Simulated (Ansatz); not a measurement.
Wires are cut from relaxed bulk ZnO (P6_3mc, 12.33 Å³/atom, gap on the mesh 0.74 eV); atoms and period are relaxed, and energies count from that bulk. Caps count from half an H2 molecule.

Method: Ansatz, DFT PBE, scalar-relativistic, plane waves, PAW.

Plane waves to 420 eV, a k mesh through Γ of 1×1×6 on the computed 20-atom cell and Gaussian smearing (0.05 eV); no spin polarisation.

Start ([001] wire, 8 host atoms a period with H caps):

```yaml
crystal:
  lattice:
    - [14.80000, 0.00000, 0.00000]
    - [0.00000, 14.30000, 0.00000]
    - [0.00000, 0.00000, 5.29332]
  atoms:
    - { symbol: Zn, position: [0.50000, 0.49257, 0.49997] }
    - { symbol: Zn, position: [0.38921, 0.42637, 0.99997] }
    - { symbol: Zn, position: [0.61079, 0.42637, 0.99997] }
    - { symbol: Zn, position: [0.50000, 0.62498, 0.99997] }
    - { symbol: O, position: [0.38921, 0.42637, 0.37904] }
    - { symbol: O, position: [0.61079, 0.42637, 0.37904] }
    - { symbol: O, position: [0.50000, 0.62498, 0.37904] }
    - { symbol: O, position: [0.50000, 0.49257, 0.87904] }
    - { symbol: H, position: [0.38921, 0.32368, 0.90619] }
    - { symbol: H, position: [0.30328, 0.47771, 0.90619] }
    - { symbol: H, position: [0.61079, 0.32368, 0.90619] }
    - { symbol: H, position: [0.69672, 0.47771, 0.90619] }
    - { symbol: H, position: [0.41408, 0.67632, 0.90619] }
    - { symbol: H, position: [0.58592, 0.67632, 0.90619] }
    - { symbol: H, position: [0.38921, 0.36211, 0.43773] }
    - { symbol: H, position: [0.33544, 0.45850, 0.43773] }
    - { symbol: H, position: [0.61079, 0.36211, 0.43773] }
    - { symbol: H, position: [0.66456, 0.45850, 0.43773] }
    - { symbol: H, position: [0.44623, 0.65711, 0.43773] }
    - { symbol: H, position: [0.55377, 0.65711, 0.43773] }
```

Q: What does the relaxation give?

A: The free energy falls by 141 meV/atom.

- excess energy (eV per host atom): 0.662
- line energy (eV/Å): 1.035
- period (Å): 5.120
- gap on the mesh (eV): 2.70
- highest filled level or Fermi level under vacuum (eV): 5.98

Relaxed structure:
```yaml
crystal:
  lattice:
    - [14.80000, 0.00000, 0.00000]
    - [0.00000, 14.30000, 0.00000]
    - [0.00000, 0.00000, 5.11973]
  atoms:
    - { symbol: Zn, position: [0.50000, 0.49264, 0.54883] }
    - { symbol: Zn, position: [0.37595, 0.41841, 0.94061] }
    - { symbol: Zn, position: [0.62405, 0.41841, 0.94061] }
    - { symbol: Zn, position: [0.50000, 0.64084, 0.94056] }
    - { symbol: O, position: [0.38419, 0.42362, 0.39756] }
    - { symbol: O, position: [0.61581, 0.42362, 0.39756] }
    - { symbol: O, position: [0.50000, 0.63092, 0.39744] }
    - { symbol: O, position: [0.50000, 0.49250, 0.91817] }
    - { symbol: H, position: [0.39860, 0.31425, 0.85513] }
    - { symbol: H, position: [0.30021, 0.49053, 0.85247] }
    - { symbol: H, position: [0.60140, 0.31425, 0.85513] }
    - { symbol: H, position: [0.69979, 0.49053, 0.85247] }
    - { symbol: H, position: [0.40161, 0.67251, 0.85383] }
    - { symbol: H, position: [0.59839, 0.67251, 0.85383] }
    - { symbol: H, position: [0.38666, 0.36310, 0.49493] }
    - { symbol: H, position: [0.33505, 0.45590, 0.49697] }
    - { symbol: H, position: [0.61334, 0.36310, 0.49493] }
    - { symbol: H, position: [0.66495, 0.45590, 0.49697] }
    - { symbol: H, position: [0.44826, 0.65891, 0.49577] }
    - { symbol: H, position: [0.55174, 0.65891, 0.49577] }
```

Each run keeps its start's symmetry and one magnetic start, so lower states can exist.

The run took 2.1 min on 4 threads of Arm Neoverse V1, with other jobs on the host, peak memory 1.5 GiB.